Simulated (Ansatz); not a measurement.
Input and command of a calculation in Ansatz (plane waves; scalar-relativistic PAW potentials unless the input names others):

```yaml
crystal:
  lattice:
    - [1.664232281, 0.9608449554, 5.3807934573]
    - [-1.664232281, 0.9608449554, 5.3807934573]
    - [0.0, -1.9216899109, 5.3807934573]
  atoms:
    - { symbol: Mo, position: [1.72715e-05, 1.72715e-05, 1.72715e-05] }
    - { symbol: S, position: [0.7535591261, 0.7535591261, 0.7535591261] }
    - { symbol: S, position: [0.5797236023, 0.5797236023, 0.5797236023] }
kpoints:
  mp_grid: { grid: [12, 12, 12] }
hamiltonian:
  xc: pbesol
  dispersion: d3bj
scf:
  occupations: { method: gaussian, width: 0.05 }
output:
  forces: true
  eigenvalues: true
  stress: true
```

```bash
ansatz run input.yaml --threads 1 --pin off --max-ram 2560MiB --backend cpu --events-out ev --progress --plain --runs-dir out
```

Abridged log:
```
Basis set: ecut = 420 eV, 1031 PW (Γ), FFT grids on a1−a3, a2−a3, a3, exchange–correlation on 48×48×80 points (8 copies of the dense FFT grid, shifted against one another)
Bands: 17, of which v1, the nominal top of the filled ones, is band 13 counted from 1 (12 counted from 0)
Symmetry: 6 space group operations
k-points: 189 of 1728 (time reversal used)
SCF iter   1: F=—  HF=-6670.813734 eV  |F-HF|=—  |Δ(HF+E_count)|=         —  Δρ=6.67e-3  dr2=1.45e-2  ethr=1.77e-3  ⟨swp⟩=5.9  Hψ=17443  notcnv=0
SCF iter   2: F=—  HF=-6670.814312 eV  |F-HF|=—  |Δ(HF+E_count)|=   5.78e-4  Δρ=3.91e-3  dr2=5.55e-3  ethr=5.56e-5  ⟨swp⟩=1.5  Hψ=5173  notcnv=0  defer=4
SCF iter   3: F=—  HF=-6670.814621 eV  |F-HF|=—  |Δ(HF+E_count)|=   3.09e-4  Δρ=4.51e-4  dr2=2.01e-4  ethr=2.13e-5  ⟨swp⟩=2.2  Hψ=4645  notcnv=0  defer=4
SCF iter   4: F=—  HF=-6670.814636 eV  |F-HF|=—  |Δ(HF+E_count)|=   1.51e-5  Δρ=1.88e-4  dr2=4.15e-5  ethr=7.72e-7  ⟨swp⟩=2.3  Hψ=4929  notcnv=0  defer=4
SCF iter   5: F=—  HF=-6670.814618 eV  |F-HF|=—  |Δ(HF+E_count)|=   1.73e-5  Δρ=4.93e-5  dr2=3.96e-6  ethr=1.60e-7  ⟨swp⟩=2.0  Hψ=4395  notcnv=0  defer=4
SCF iter   6: F=—  HF=-6670.814619 eV  |F-HF|=—  |Δ(HF+E_count)|=   8.28e-7  Δρ=1.45e-5  dr2=1.92e-7  ethr=1.52e-8  ⟨swp⟩=2.0  Hψ=4346  notcnv=0  defer=4
SCF iter   7: F=-6670.814619 eV  HF=-6670.814619 eV  |F-HF|=2.03e-9  |Δ(HF+E_count)|=   5.91e-8  Δρ=3.23e-6  dr2=5.80e-9  ethr=3.85e-10  ⟨swp⟩=4.9  Hψ=10963  notcnv=0
SCF 1 converged in 7 iterations: F = -6670.814619 eV  dr2 = 5.80e-9
SCF converged after 7 iterations
Free energy (F): -6670.814619 eV
Harris-Foulkes:  -6670.814619 eV  (|F-HF|=2.03e-9)
Internal energy: -6670.812267 eV  (E = F + TS)
E sigma→0 (E₀):  -6670.813443 eV
Entropy (-TS):   -0.002352 eV (-0.784 meV/atom)
Fermi energy:    11.875266 eV
  E_disp       = -1.147301  (pairwise vdW)
--- Forces (eV/Å), atoms counted from 1 ---
  atom   1  Mo     0.00000000     0.00000000     0.01502015
  atom   2  S      0.00000000     0.00000000     1.55395105
  atom   3  S      0.00000000     0.00000000    -1.56898682
--- Stress (GPa, compression-positive) ---
      -11.102758       0.000000       0.000000
        0.000000     -11.102758       0.000000
        0.000000       0.000000      14.005270
  P = ⅓ Tr σ = -2.7334 GPa (-27.334 kbar)
```

Apart from outputs and empty bands, the input differs from a reference run on usual settings in hamiltonian.xc: "pbe" → "pbesol"; basis.ecutwfc: 420 → not typed. The reference, at the same geometry (not necessarily relaxed), gave pressure 1.93 GPa, largest force 1.794 eV/Å, no gap on the mesh. This run converged in 7 SCF iterations (reference: 6) with a total energy on another zero, pressure -2.73 GPa, largest force 1.569 eV/Å, no gap on the mesh.

Time: 6 s on 1 thread of Intel(R) Xeon(R) 6975P-C (Granite Rapids) (shared host), peak memory 0.51 GiB.